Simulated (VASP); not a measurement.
**VASP 6.6.1 run: SrCl$_{2}$**

INCAR

```
ISMEAR = -1
LWAVE = .FALSE.
SIGMA = 0.02
PREC = Accurate
ALGO = Fast
LASPH = .TRUE.
EDIFF = 1E-7
ISIF = 2
LCHARG = .FALSE.
NBANDS = 19
ENCUT = 520
AMIX = 0.4
NELM = 120
LREAL = .FALSE.
GGA = PE
IMIX = 1
NSW = 0
IBRION = -1
```

KPOINTS

```
KPOINTS created by Atomic Simulation Environment
0
Gamma
6 6 6
0 0 0
```

POSCAR

```
Sr Cl
 1.0000000000000000
     0.0000000000000000    3.4977180852999998    3.4977180852999998
     3.4802294948000001    0.0000000000000000    3.4977180852999998
     3.4802294948000001    3.4977180852999998    0.0000000000000000
 Sr  Cl
   1   2
Cartesian
  0.0000000000000000  0.0000000000000000  0.0000000000000000
  1.7401147473999998  1.7488590426499997  1.7488590426499997
  5.2203442422000004  5.2465771279499984  5.2465771279499984
```

The recommended PBE PAW datasets give the neutral cell 24 valence electrons.

Command

```
mpirun -np 1 vasp_std
```

OSZICAR

```
N       E                     dE             d eps       ncg     rms          rms(c)
DAV:   1     0.142177895952E+03    0.14218E+03   -0.11442E+04  1140   0.113E+03
DAV:   2    -0.383269188835E+01   -0.14601E+03   -0.14242E+03  1506   0.224E+02
DAV:   3    -0.127566411663E+02   -0.89239E+01   -0.88940E+01  1447   0.549E+01
DAV:   4    -0.130584194471E+02   -0.30178E+00   -0.30128E+00  1836   0.888E+00
DAV:   5    -0.130614310647E+02   -0.30116E-02   -0.30114E-02  1541   0.929E-01    0.128E+01
RMM:   6    -0.127647104440E+02    0.29672E+00   -0.51944E-01  1375   0.342E+00    0.768E+00
RMM:   7    -0.127559610502E+02    0.87494E-02   -0.16074E-01  1460   0.204E+00    0.547E+00
RMM:   8    -0.127665924889E+02   -0.10631E-01   -0.14879E-02  1554   0.860E-01    0.331E+00
RMM:   9    -0.127739129503E+02   -0.73205E-02   -0.52900E-03  1515   0.501E-01    0.198E+00
RMM:  10    -0.127782889002E+02   -0.43759E-02   -0.19419E-03  1559   0.312E-01    0.118E+00
...
RMM:  19    -0.127838223576E+02   -0.16666E-04   -0.47235E-06  1579   0.116E-02    0.106E-02
RMM:  20    -0.127838310688E+02   -0.87112E-05   -0.25465E-06  1506   0.826E-03    0.660E-03
RMM:  21    -0.127838356147E+02   -0.45459E-05   -0.12495E-06  1443   0.580E-03    0.422E-03
RMM:  22    -0.127838379877E+02   -0.23730E-05   -0.66787E-07  1352   0.415E-03    0.277E-03
RMM:  23    -0.127838392268E+02   -0.12391E-05   -0.35662E-07  1283   0.296E-03    0.188E-03
RMM:  24    -0.127838398715E+02   -0.64465E-06   -0.18118E-07  1164   0.206E-03    0.130E-03
RMM:  25    -0.127838402053E+02   -0.33378E-06   -0.10226E-07  1089   0.149E-03    0.909E-04
RMM:  26    -0.127838403766E+02   -0.17131E-06   -0.47626E-08   932   0.107E-03    0.642E-04
RMM:  27    -0.127838404645E+02   -0.87881E-07   -0.23624E-08   818   0.828E-04
   1 F= -.12783840E+02 E0= -.12783840E+02  d E =-.278566E-12
```

From OUTCAR

```
k-points           NKPTS =     30   k-points in BZ     NKDIM =     30   number of bands    NBANDS=     19

   NELECT =      24.0000    total number of electrons

   dimension x,y,z NGX =    40 NGY =   40 NGZ =   40
   dimension x,y,z NGXF=    80 NGYF=   80 NGZF=   80

  energy-cutoff  :      520.00
  volume of cell :       85.15
      direct lattice vectors                 reciprocal lattice vectors
     0.000000000  3.497718085  3.497718085    -0.143668686  0.142950343  0.142950343
     3.480229495  0.000000000  3.497718085     0.143668686 -0.142950343  0.142950343
     3.480229495  3.497718085  0.000000000     0.143668686  0.142950343 -0.142950343

 k-points in reciprocal lattice and weights: KPOINTS created by Atomic Simulation Env
   0.00000000  0.00000000  0.00000000       0.005
   0.16666667  0.00000000  0.00000000       0.037
   0.33333333  0.00000000  0.00000000       0.037
   0.50000000  0.00000000  0.00000000       0.019
   0.16666667  0.16666667  0.00000000       0.019
   0.33333333  0.16666667  0.00000000       0.074
   0.50000000  0.16666667  0.00000000       0.074
  -0.33333333  0.16666667 -0.00000000       0.074
   ...

 E-fermi :   0.6338

 k-point     1 :       0.0000    0.0000    0.0000
  band No.  band energies     occupation
      1     -32.7643      2.00000
      2     -14.7556      2.00000
      3     -14.7542      2.00000
      4     -14.7542      2.00000
      5     -13.1633      2.00000
      6     -12.3193      2.00000
      7      -1.9925      2.00000
      8      -1.9776      2.00000
      9      -1.9776      2.00000
     10      -0.2161      2.00000
     11      -0.2161      2.00000
     12      -0.1777      2.00000
     13       5.4580      0.00000
     14       6.2140      0.00000
     15       6.2479      0.00000
     16       9.1558      0.00000
     17       9.1582      0.00000
     18       9.1790      0.00000
     19       9.4286      0.00000

 k-point     2 :       0.1667    0.0000    0.0000
  band No.  band energies     occupation
      1     -32.7635      2.00000
      2     -14.8402      2.00000
      3     -14.7584      2.00000
      4     -14.7576      2.00000
      5     -13.0156      2.00000
      6     -12.3757      2.00000
      7      -1.8861      2.00000
      8      -1.8779      2.00000
      9      -1.7982      2.00000
     10      -0.5138      2.00000
     11      -0.3625      2.00000
     12      -0.3390      2.00000
     13       6.0472      0.00000
     14       6.4226      0.00000
     15       6.4508      0.00000
     16       8.1496      0.00000
     17       8.8687      0.00000
     18       8.8700      0.00000
     19       9.9633      0.00000

 k-point     3 :       0.3333    0.0000    0.0000
  band No.  band energies     occupation
      1     -32.7620      2.00000
      2     -14.9764      2.00000
      3     -14.7651      2.00000
      4     -14.7645      2.00000
      5     -12.8017      2.00000
      6     -12.4325      2.00000
      7      -1.6278      2.00000
      8      -1.6268      2.00000
      9      -1.4487      2.00000
     10      -1.0292      2.00000
     11      -0.6865      2.00000
     12      -0.6731      2.00000
     13       6.7500      0.00000
     14       6.7541      0.00000
     15       6.9599      0.00000
     16       8.1305      0.00000
     17       8.7052      0.00000
     18       8.7054      0.00000
     19       9.2266      0.00000

 ...

  Total        0.6027374      0.4660705      0.4660705     -0.0000000      0.0000000      0.0000000
  in kB       11.3404749      8.7690932      8.7690932     -0.0000000      0.0000000      0.0000000
  external PRESSURE =       9.6262204 kB  Pullay stress =       0.0000000 kB

 POSITION                                       TOTAL-FORCE (eV/Angst)
 -----------------------------------------------------------------------------------
      0.00000      0.00000      0.00000         0.000000      0.000000     -0.000000
      1.74011      1.74886      1.74886        -0.000000     -0.000000     -0.000000
      5.22034      5.24658      5.24658         0.000000      0.000000      0.000000
 -----------------------------------------------------------------------------------
    total drift:                               -0.000000     -0.000000      0.000000

  FREE ENERGIE OF THE ION-ELECTRON SYSTEM (eV)
  ---------------------------------------------------
  free  energy   TOTEN  =       -12.7838404645 eV

  energy  without entropy=      -12.7838404645  energy(sigma->0) =      -12.78384046
```

It converged. Results: gap between bands v and c on the k mesh 5.31 eV; least direct gap on the k mesh 5.49 eV; pressure 1.0 GPa. Band v is the last that the valence electrons fill when counted band by band, and c is the next.

For comparison, a separate PBE run of the intended cell, on usual settings and not on those above, gives a gap of 5.31 eV on its mesh and a pressure of 1.0 GPa.

The run above took about 1.8 min on one core of a shared host (Intel Xeon Platinum 8488C) and held 0.25 GiB at most.
